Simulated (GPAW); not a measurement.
# CdS (Greenockite) (P6_3mc) in GPAW: single point with PBE

Aim: the single point of CdS (Greenockite) with PBE.

All numbers are computed with GPAW 26.7.0; they aren't measurements. Logs are shortened: lines on timing, memory, paths and dates and some standing lists are left out, and cuts for length are marked. The log counts tension as positive stress, the text compression.

**The experiment to reproduce.**

“Isotope dependence of band-gap energy”, 2008, arxiv:0807.2152 quotes, for a bulk crystal of CdS: band gap 2.5809 ± 0.0002 eV.

The results are compared with them further down.

### 1 The crystal as given

It takes space group P6_3mc (No. 186, hexagonal). The conventional cell has a = 4.150 Å, b = 4.150 Å, c = 6.737 Å, α = 90.00°, β = 90.00°, γ = 120.00°. Cd (site symmetry 3m) is surrounded by 4 S at 2.53 to 2.54 Å. S (site symmetry 3m) has 4 Cd at 2.53 to 2.54 Å as nearest neighbours.

### 2 Single point, PBE

Input file run.py:

```python
from ase import Atoms
from ase.dft.bandgap import bandgap
from ase.io import write
from ase.units import GPa
from gpaw import GPAW, PW

atoms = Atoms(['Cd', 'Cd', 'S', 'S'],
              cell=[[4.15, 0.0, 0.0],
                    [-2.075, 3.5940054257, 0.0],
                    [0.0, 0.0, 6.737]],
              scaled_positions=[[0.6666666667, 0.3333333333, 0.5],
                                [0.3333333333, 0.6666666667, 0.0],
                                [0.6666666667, 0.3333333333, 0.875],
                                [0.3333333333, 0.6666666667, 0.375]],
              pbc=True)

calc = GPAW(mode=PW(450),
            xc='PBE',
            kpts={'size': (6, 6, 3), 'gamma': True},
            occupations={'name': 'fermi-dirac', 'width': 0.05},
            nbands=31,
            maxiter=120,
            txt='gpaw.txt')
atoms.calc = calc
energy = atoms.get_potential_energy()
forces = atoms.get_forces()
stress = atoms.get_stress()
calc.write('gs.gpw')
write('result.traj', atoms)
print(f'Energy: {energy:.6f} eV')
print('Forces (eV/A):')
print(forces.round(4))
print('Stress (GPa):', (stress / GPa).round(3))
print('Fermi level:', round(calc.get_fermi_level(), 4), 'eV')
print(f'Gap: {bandgap(calc)[0]:.4f} eV, direct: {bandgap(calc, direct=True)[0]:.4f} eV')
```

Potentials or basis: GPAW PAW data sets (gpaw-data 1.2.1), pw.

On the command line:

```sh
$ OMP_NUM_THREADS=1 python run.py
```

gpaw.txt:

```text
__  _  _
 | _ |_)|_||  |
 |__||  | ||/\| - 26.7.0

Input parameters:
  mode=PW(ecut=450.00000000000006),
  kpts=MonkhorstPack(size=(6, 6, 3), gamma=True),
  maxiter=120,
  nbands=31,
  occupations=Occupations(name='fermi-dirac', width=0.05),
  xc=XC(name='PBE')

Diagonalizing LCAO Hamiltonian
Converting LCAO to pw mode

            S

            Cd
        S

        Cd

Atoms  # Å, Bohr magnetons
|   | symbol |         x |        y |        z |    initial magnetic moments |
|---|--------|-----------|----------|----------|-----------------------------|
| 0 |     Cd |  2.075000 | 1.198002 | 3.368500 | ( 0.0000,  0.0000,  0.0000) |
| 1 |     Cd | -0.000000 | 2.396004 | 0.000000 | ( 0.0000,  0.0000,  0.0000) |
| 2 |      S |  2.075000 | 1.198002 | 5.894875 | ( 0.0000,  0.0000,  0.0000) |
| 3 |      S | -0.000000 | 2.396004 | 2.526375 | ( 0.0000,  0.0000,  0.0000) |

Unit cell  # Å
| periodic |         x |        y |        z |  lengths |     angles |
|----------|-----------|----------|----------|----------|------------|
|      yes |  4.150000 | 0.000000 | 0.000000 | 4.150000 |  90.000000 |
|      yes | -2.075000 | 3.594005 | 0.000000 | 4.150000 |  90.000000 |
|      yes |  0.000000 | 0.000000 | 6.737000 | 6.737000 | 120.000000 |

Number of symmetries: 6
Symmetry operations  # r_c * U_cc + t_c -> r_c
|   | kind |            matrix            |
|---|------|------------------------------|
| 0 |  σ   |  1, 1, 0,  0,-1, 0,  0, 0, 1 |
| 1 |  E   |  1, 0, 0,  0, 1, 0,  0, 0, 1 |
| 2 |  C3  |  0, 1, 0, -1,-1, 0,  0, 0, 1 |
| 3 |  σ   |  0,-1, 0, -1, 0, 0,  0, 0, 1 |
| 4 |  σ   | -1, 0, 0,  1, 1, 0,  0, 0, 1 |
| 5 |  C3  | -1,-1, 0,  1, 0, 0,  0, 0, 1 |

BZ-sampling:
  Number of BZ points: 108
  Number of IBZ points: 17

  Monkhorst-Pack size: [6, 6, 3]
  Monkhorst-Pack shift: [0.08333333333333333, 0.08333333333333333, 0.0]

K-points  # in reciprocal-cell coordinates
|     |                                coordinates |     weight |
|-----|--------------------------------------------|------------|
|   0 | (  0.00000000,   0.00000000,   0.00000000) | 0.00925926 |
|   1 | (  0.00000000,   0.00000000,   0.33333333) | 0.01851852 |
|   2 | (  0.16666667,   0.00000000,  -0.33333333) | 0.05555556 |
|   3 | (  0.16666667,   0.00000000,   0.00000000) | 0.05555556 |
|   4 | (  0.16666667,   0.00000000,   0.33333333) | 0.05555556 |
|   5 | (  0.33333333,  -0.16666667,   0.00000000) | 0.05555556 |
|   6 | (  0.33333333,  -0.16666667,   0.33333333) | 0.11111111 |
|   7 | (  0.33333333,   0.00000000,  -0.33333333) | 0.05555556 |
|   8 | (  0.33333333,   0.00000000,   0.00000000) | 0.05555556 |
|   9 | (  0.33333333,   0.00000000,   0.33333333) | 0.05555556 |
| ... |                                            |            |
|  16 | (  0.50000000,   0.50000000,   0.33333333) | 0.05555556 |

Plane wave coefficients: 2190
Cutoff: 450.00000000000006 eV

Spin-components: 1 (collinear spins)
Bands:           31
Projectors:      22
Spin-degeneracy: 2
Datatype:        complex128

Parallelization:
  kpt:    1
  domain: 1
  band:   1

Density:
  Valence electrons: 36.0
  Components: 1
  Grid points: [21 21 35]
  Charge: 0.0  # |e|

Potential:
  Grid points: [21 21 35]

species:
  Cd:
    name:    Cadmium
    Z:       48.0
    valence: 12
    core:    36
    charge:  0.0  # [|e|]
    compensation charges:
      type: gauss
      rc: 0.38  # [Å]
      lmax: 2
    cutoffs:
      filter: 2.12  # [Å]
      core: 2.62  # [Å]
    projectors
    | kind |    occ | energy [eV] | rcut [Å] |
    |------|--------|-------------|----------|
    |   5s |  2.000 |      -5.655 |    1.191 |
    |   5p |  0.000 |      -1.186 |    1.228 |
    |   4d | 10.000 |     -11.739 |    1.164 |
    |    s |        |      21.556 |    1.191 |
    |    p |        |      26.026 |    1.228 |
    |    d |        |      15.473 |    1.164 |

    Using partial waves for Cd as LCAO basis

  S:
    name:    Sulfur
    Z:       16.0
    valence: 6
    core:    10
    charge:  0.0  # [|e|]
    compensation charges:
      type: gauss
      rc: 0.24  # [Å]
      lmax: 2
    cutoffs:
      filter: 1.77  # [Å]
      core: 1.66  # [Å]
    projectors
    | kind |    occ | energy [eV] | rcut [Å] |
    |------|--------|-------------|----------|
    |   3s |  2.000 |     -17.254 |    0.974 |
    |   3p |  4.000 |      -7.008 |    0.979 |
    |    s |        |       9.957 |    0.974 |
    |    p |        |      20.203 |    0.979 |
    |    d |        |       0.000 |    0.900 |

    Using partial waves for S as LCAO basis

Reference energy: -326061.476468  # eV

eigensolver:
  PPCG
  Converge bands: occupied
  niter=2

density mixing:
  MSR1-Mixer
  Pratt-step length: 0.05
  Maximum mixing coefficient: 0.75
  Old densities: 10
  SVD Regularization: 0.005
  Good broyden scale: 1.0
  Trust region scale: 1.0
  Backstep threshold: 4.0
  History deletion threshold: 6.0
  Fourier metric: weight=20.0, sigma=0.015

occupation numbers:
  Fermi-Dirac:
    width: 0.0500  # eV

poisson solver:
  ecut: 3600.0000000000005  # eV

xc functional:
  name: PBE with 2 nearest neighbor stencil

convergence criteria:
- Maximum [total energy] change in last 3 cyles: 0.0005 eV / valence electron
- Maximum integral of absolute [dens]ity change: 0.0001 electrons / valence electron
- Maximum integral of absolute [eigenst]ate change: 4e-08 eV^2 / valence electron
maximum number of iterations: 120

SCF iterations
|iter     | |      energy | eigst |  dens |
|---------|-|-------------|-------|-------|
|iter:   1| |  -13.623238 | -0.50 |       |
|iter:   2| |  -13.395651 | -2.18 | -1.12 |
|iter:   3| |  -12.601959 | -1.38 | -1.16 |
|iter:   4| |  -12.598163 | -3.30 | -1.73 |
|iter:   5| |  -12.597370c| -3.69 | -2.16 |
|iter:   6| |  -12.597448c| -5.06 | -2.94 |
|iter:   7| |  -12.597460c| -6.30 | -3.50 |
|iter:   8| |  -12.597459c| -7.33 | -4.38c|
|iter:   9| |  -12.597459c| -7.69c| -4.73c|

Converged in 9 steps
Energy contributions relative to reference atoms: (reference = -326061.476468)

Energy contributions:
  Kinetic:          37.224389
  Coulomb:         -33.673635
  Zero:              0.281091
  External:          0.000000
  Xc:              -16.429304
  Entropy:          -0.000000
  Spinorbit:         0.000000
  ----------------------------
  Free energy:     -12.597460
  Extrapolated:    -12.597459

dipole moment: (-0.000005, -0.000019, -18.973912)  # |e|*Ang

Fermi level: 4.079
Eigenvalues  # (at kpt = [0.000, 0.000, 0.000])
| band index |      eig [eV] | occ [0-2] |
|------------|---------------|-----------|
|          0 |        -8.846 |     2.000 |
|        ... |               |           |
|         10 |        -3.653 |     2.000 |
|         11 |        -3.319 |     2.000 |
|         12 |        -0.882 |     2.000 |
|         13 |         2.701 |     2.000 |
|         14 |         2.701 |     2.000 |
|         15 |         3.422 |     2.000 |
[... 8 lines left out ...]
|         24 |        10.995 |     0.000 |
|         25 |        11.131 |     0.000 |
|        ... |               |           |
|         30 |        15.012 |     0.000 |

Gap: 1.178 eV
Transition (v -> c):
  (s=0, k=0, n=17, [0.00, 0.00, 0.00]) -> (s=0, k=0, n=18, [0.00, 0.00, 0.00])
No difference between direct/indirect transitions

Forces  # eV/Ang
|       x |       y |        z |
|---------|---------|----------|
| 0.00000 | 0.00000 | -0.06687 |  # Cd   0
| 0.00000 | 0.00000 | -0.06727 |  # Cd   1
| 0.00000 | 0.00000 |  0.06678 |  # S    2
| 0.00000 | 0.00000 |  0.06698 |  # S    3

Stress tensor  # eV/Ang^3
|         x |         y |         z |
|-----------|-----------|-----------|
| -0.004946 | -0.000000 |  0.000000 |
| -0.000000 | -0.004946 |  0.000000 |
|  0.000000 |  0.000000 | -0.008928 |

# Writing to gs.gpw (mode='')
```

stdout:

```text
Energy: -12.597459 eV
Forces (eV/A):
[[ 0.      0.     -0.0669]
 [ 0.      0.     -0.0673]
 [ 0.      0.      0.0668]
 [ 0.      0.      0.067 ]]
Stress (GPa): [-0.793 -0.793 -1.43   0.     0.    -0.   ]
Fermi level: 4.0787 eV
Gap: 1.1775 eV, direct: 1.1775 eV
```

Wall time 17 s (1 thread of Intel Xeon Platinum 8488C (Sapphire Rapids), shared host); peak memory 0.17 GiB.

Results:

| Item | Value |
| --- | --- |
| Free energy | -12.5975 eV |
| Pressure | 1.0 GPa |
| Largest force | 0.067 eV/Å |
| Band gap on the k mesh | 1.18 eV, direct |

Forces on the atoms (eV/Å):
```
Cd   0.000  0.000 -0.067
Cd   0.000  0.000 -0.067
S    0.000  0.000  0.067
S    0.000  0.000  0.067
```

Stress tensor (GPa, compression positive):
```
0.79 0.00 0.00
0.00 0.79 0.00
0.00 0.00 1.43
```

Caveat: the cutoff is short for stress and forces, so pressures can be off by a GPa or more.

### 3 Comparison with measurements

Step 2. Against the measured gap of CdS, 2.5809 eV (quoted in “Isotope dependence of band-gap energy”, 2008, arxiv:0807.2152), the calculated 1.18 eV is off by -1.40 eV. So large a miss can be the level of theory's own, or it may mean another phase, state or a wrong row. Spin-orbit coupling on Cd is left out. The value is that of PBE, without temperature or zero-point motion. Semilocal functionals fall short of measured gaps as a rule.
